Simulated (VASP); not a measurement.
**A VASP 6.6.1 single-point calculation on Be2C**

INCAR

```
SIGMA = 0.01
NELM = 120
ALGO = Normal
ISMEAR = 0
ENCUT = 250
ISIF = 2
LWAVE = .FALSE.
LASPH = .TRUE.
NSW = 0
METAGGA = RSCAN
LREAL = .FALSE.
NBANDS = 11
PREC = Accurate
EDIFF = 1E-7
LCHARG = .FALSE.
IBRION = -1
```

KPOINTS

```
KPOINTS created by Atomic Simulation Environment
0
Gamma
10 10 10
0 0 0
```

POSCAR

```
C  Be
 1.0000000000000000
     0.0000000000000000    2.2469050639999999    2.2469050639999999
     2.2469050639999999    0.0000000000000000    2.2469050639999999
     2.2469050639999999    2.2469050639999999    0.0000000000000000
 C   Be
   1   2
Cartesian
  0.0000000000000000  0.0000000000000000  0.0000000000000000
  1.1234525319999999  1.1234525319999999  1.1234525319999999
  3.3703575959999998  3.3703575959999998  3.3703575959999998
```

The recommended PBE PAW datasets give the neutral cell 8 valence electrons.

Command

```
mpirun -np 1 vasp_std
```

OSZICAR

```
N       E                     dE             d eps       ncg     rms          rms(c)
DAV:   1    -0.105369921973E+02   -0.10537E+02   -0.24856E+03  1093   0.370E+02
DAV:   2    -0.217139426267E+02   -0.11177E+02   -0.10884E+02  1372   0.742E+01
DAV:   3    -0.219582704088E+02   -0.24433E+00   -0.24401E+00  1288   0.892E+00
DAV:   4    -0.219586360655E+02   -0.36566E-03   -0.36563E-03  1176   0.397E-01
DAV:   5    -0.219586365051E+02   -0.43965E-06   -0.43965E-06  1314   0.130E-02    0.451E+00
DAV:   6    -0.199917524484E+02    0.19669E+01   -0.19597E+00  1098   0.650E+00    0.197E+00
DAV:   7    -0.199946874024E+02   -0.29350E-02   -0.18945E-01  1295   0.248E+00    0.109E+00
DAV:   8    -0.200142969829E+02   -0.19610E-01   -0.23690E-02  1079   0.981E-01    0.155E-01
DAV:   9    -0.200142655062E+02    0.31477E-04   -0.33268E-04  1269   0.119E-01    0.416E-02
DAV:  10    -0.200143226327E+02   -0.57127E-04   -0.79570E-05  1124   0.681E-02    0.966E-03
DAV:  11    -0.200143185850E+02    0.40477E-05   -0.11822E-05  1227   0.168E-02    0.288E-03
DAV:  12    -0.200143182407E+02    0.34432E-06   -0.71503E-07  1127   0.529E-03    0.530E-04
DAV:  13    -0.200143182212E+02    0.19437E-07   -0.20190E-08   535   0.952E-04
   1 F= -.20014318E+02 E0= -.20014318E+02  d E =-.645993E-23
```

From OUTCAR

```
k-points           NKPTS =     47   k-points in BZ     NKDIM =     47   number of bands    NBANDS=     11

   NELECT =       8.0000    total number of electrons

   dimension x,y,z NGX =    16 NGY =   16 NGZ =   16
   dimension x,y,z NGXF=    32 NGYF=   32 NGZF=   32

  energy-cutoff  :      250.00
  volume of cell :       22.69
      direct lattice vectors                 reciprocal lattice vectors
     0.000000000  2.246905064  2.246905064    -0.222528316  0.222528316  0.222528316
     2.246905064  0.000000000  2.246905064     0.222528316 -0.222528316  0.222528316
     2.246905064  2.246905064  0.000000000     0.222528316  0.222528316 -0.222528316

 k-points in reciprocal lattice and weights: KPOINTS created by Atomic Simulation Env
   0.00000000  0.00000000  0.00000000       0.001
   0.10000000  0.00000000  0.00000000       0.008
   0.20000000  0.00000000  0.00000000       0.008
   0.30000000  0.00000000  0.00000000       0.008
   0.40000000  0.00000000  0.00000000       0.008
   0.50000000  0.00000000  0.00000000       0.004
   0.10000000  0.10000000  0.00000000       0.006
   0.20000000  0.10000000  0.00000000       0.024
   ...

 E-fermi :   6.8021

 k-point     1 :       0.0000    0.0000    0.0000
  band No.  band energies     occupation
      1      -8.5414      2.00000
      2       6.7369      2.00000
      3       6.7369      2.00000
      4       6.7369      2.00000
      5      11.0049      0.00000
      6      11.0049      0.00000
      7      11.0049      0.00000
      8      12.6281      0.00000
      9      20.0564      0.00000
     10      20.0564      0.00000
     11      20.0564      0.00000

 k-point     2 :       0.1000    0.0000    0.0000
  band No.  band energies     occupation
      1      -8.3860      2.00000
      2       5.4067      2.00000
      3       6.4471      2.00000
      4       6.4471      2.00000
      5      11.4325      0.00000
      6      11.4325      0.00000
      7      11.6528      0.00000
      8      13.2363      0.00000
      9      18.9347      0.00000
     10      18.9347      0.00000
     11      20.3267      0.00000

 k-point     3 :       0.2000    0.0000    0.0000
  band No.  band energies     occupation
      1      -7.9298      2.00000
      2       3.0638      2.00000
      3       5.8755      2.00000
      4       5.8755      2.00000
      5      12.1608      0.00000
      6      12.1608      0.00000
      7      12.1661      0.00000
      8      14.6772      0.00000
      9      17.9887      0.00000
     10      17.9887      0.00000
     11      21.0877      0.00000

 k-point     4 :       0.3000    0.0000    0.0000
  band No.  band energies     occupation
      1      -7.2122      2.00000
      2       0.8243      2.00000
      3       5.3398      2.00000
      4       5.3398      2.00000
      5      12.3214      0.00000
      6      12.3214      0.00000
      7      12.5300      0.00000
      8      15.8321      0.00000
      9      18.5043      0.00000
     10      18.5043      0.00000
     11      22.0321      0.00000

 k-point     5 :       0.4000    0.0000    0.0000
  band No.  band energies     occupation
      1      -6.3711      2.00000
      2      -0.9679      2.00000
      3       5.0262      2.00000
      4       5.0262      2.00000
      5      12.0587      0.00000
      6      12.0587      0.00000
      7      12.8027      0.00000
      8      16.5400      0.00000
      9      20.1133      0.00000
     10      20.1133      0.00000
     11      22.8187      0.00000

 ...

  Total       -4.9856312     -4.9856312     -4.9856312     -0.0000000      0.0000000      0.0000000
  in kB     -352.0842243   -352.0842243   -352.0842243     -0.0000000      0.0000000      0.0000000
  external PRESSURE =    -352.0842243 kB  Pullay stress =       0.0000000 kB

 POSITION                                       TOTAL-FORCE (eV/Angst)
 -----------------------------------------------------------------------------------
      0.00000      0.00000      0.00000         0.000000      0.000000      0.000000
      1.12345      1.12345      1.12345        -0.000000     -0.000000     -0.000000
      3.37036      3.37036      3.37036         0.000000      0.000000      0.000000
 -----------------------------------------------------------------------------------
    total drift:                                0.000000     -0.000000     -0.000000

  FREE ENERGIE OF THE ION-ELECTRON SYSTEM (eV)
  ---------------------------------------------------
  free  energy   TOTEN  =       -20.0143182212 eV

  energy  without entropy=      -20.0143182212  energy(sigma->0) =      -20.01431822
```

It converged. Results: gap between bands v and c on the k mesh 1.32 eV; least direct gap on the k mesh 4.27 eV; pressure -35.2 GPa. Band v is the last that the valence electrons fill when counted band by band, and c is the next.

For comparison, a separate r²SCAN run of the intended cell, on usual settings and not on those above, gives a gap of 1.46 eV on its mesh and a pressure of -18.9 GPa.

The run above took about 10 s on one core of a shared host (Intel Xeon Platinum 8488C) and held 0.11 GiB at most.
